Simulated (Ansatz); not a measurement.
## Re in Ansatz: the effect of strain

The system is Re.

```
CELL_PARAMETERS angstrom
2.87704 0.00000 0.00000
-1.43852 2.39576 0.00000
0.00000 0.00000 8.93885
ATOMIC_POSITIONS crystal
Re 0.66667 0.33333 0.75000
Re 0.00000 0.00000 0.50000
Re 0.33333 0.66667 0.25000
Re 0.00000 0.00000 0.00000
```

The cell isn't the ideal one: strained by +4 %.

Alike in all runs:

```yaml
Program: Ansatz 0.2.0
Task: single point
Functional: PBE
Potentials_or_basis: Ansatz PAW
Cutoff: "420 eV (not typed: the program's choice for these potentials)"
k_mesh: 8 × 8 × 3
Occupations: fermi-dirac, width 0.05 eV
Spin: no spin polarisation
```

```csv
strain,pressure (GPa)
0.04,-9.7
0.02,-3.5
0.01,?
0,3.6
-0.04,21.3
```

Q: What does the run with strain 0.01 give?

A: Pressure 0.0 GPa.

Worked out: A parabola through the other rows of the pressure, of slope -360 GPa per unit of strain there, gives -0.1 GPa, against the run's 0.0.
